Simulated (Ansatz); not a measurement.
# GaN: band gap under strain

How does strain move the band edges of GaN, database structure, and do the functionals agree on it? States: no strain; +4.8 % strain along z alone; -0.9 % strain along x alone.

The runs shown are made with Ansatz 0.2.0. PAW datasets, plane waves. Computed at 0 K without zero-point motion; spin polarisation is off.

## (1) The structure to begin with

The unstrained cell was relaxed with r2SCAN; in each strained cell the atoms were relaxed again with r2SCAN. Names of k-points are those of the unstrained zone, where strain can split equivalent points. First state: no strain.

It is cubic, F-43m (No. 216); a = 4.498 Å in the conventional setting, 11.37 Å³ an atom. Ga has 4 N at 1.95 Å; N has 4 Ga at 1.95 Å.

As a file:

```cif
data_structure
_symmetry_space_group_name_H-M 'F-43m'
_symmetry_Int_Tables_number 216
_cell_length_a 4.4979
_cell_length_b 4.4979
_cell_length_c 4.4979
_cell_angle_alpha 90.000
_cell_angle_beta 90.000
_cell_angle_gamma 90.000
_cell_volume 91.00
loop_
_atom_site_label
_atom_site_type_symbol
_atom_site_symmetry_multiplicity
_atom_site_Wyckoff_symbol
_atom_site_fract_x
_atom_site_fract_y
_atom_site_fract_z
_atom_site_occupancy
Ga1 Ga 4 a 0.00000 0.00000 0.00000 1
N1 N 4 c 0.25000 0.25000 0.25000 1
```

## (2) No strain: PBE

input.yaml reads:

```yaml
crystal:
  lattice:
    - [0.0, 2.248952624, 2.248952624]
    - [2.248952624, 0.0, 2.248952624]
    - [2.248952624, 2.248952624, 0.0]
  atoms:
    - { symbol: Ga, position: [0.0, 0.0, 0.0] }
    - { symbol: "N", position: [0.75, 0.75, 0.75] }
kpoints:
  mp_grid: { grid: [10, 10, 10] }
  band_path:
    path:
      - [0.0, 0.0, 0.0]
      - [-0.5, -0.5, 0.0]
      - [-0.375, -0.375, 0.25]
      - [-0.375, 0.0, 0.375]
      - [0.0, 0.0, 0.5]
      - [-0.5, -0.25, 0.25]
    npoints: 1
hamiltonian:
  xc: pbe
scf:
  occupations: { method: fermi_dirac, width: 0.02 }
  n_extra_bands: 4
output:
  forces: true
  stress: true
  eigenvalues: true
```

On the command line:

```bash
$ ansatz run input.yaml --threads 4 --pin off --max-ram 4608MiB --backend cpu --events-out ev --progress --plain --runs-dir out
```

Further steps of the session: No strain: r2SCAN; No strain: HSE06; No strain: G0W0@PBE; +4.8 % strain along z alone: PBE; +4.8 % strain along z alone: r2SCAN; +4.8 % strain along z alone: HSE06; +4.8 % strain along z alone: G0W0@PBE; -0.9 % strain along x alone: PBE; -0.9 % strain along x alone: r2SCAN; -0.9 % strain along x alone: HSE06; -0.9 % strain along x alone: G0W0@PBE.

What does the calculation give?

The runs gave:

Least gap in eV (negative: overlap), with the change from the unstrained cell in brackets. G0W0 is on its own coarse mesh.

| state | volume change (%) | PBE | r2SCAN | HSE06 | G0W0 |
| --- | --- | --- | --- | --- | --- |
| no strain | +0.0 | 1.76 | 2.17 | 3.01 | 2.86 |
| +4.8 % strain along z alone | +4.8 | 1.37 (-0.39) | 1.76 (-0.41) | 2.57 (-0.44) | 2.35 (-0.51) |
| -0.9 % strain along x alone | -0.9 | 1.78 (+0.02) | 2.20 (+0.03) | 3.04 (+0.03) | 2.91 (+0.05) |

In words: With HSE06, of the states in the table +4.8 % strain along z alone shifts the gap most, by -0.435 eV. PBE and HSE06 differ by 1.25 eV on the unstrained gap, and by at most 0.05 eV on its change: the two disagree on the size of the gap but agree on its response to strain. The G0W0 figures hold for the stated bands, cutoff and mesh and aren't extrapolated.
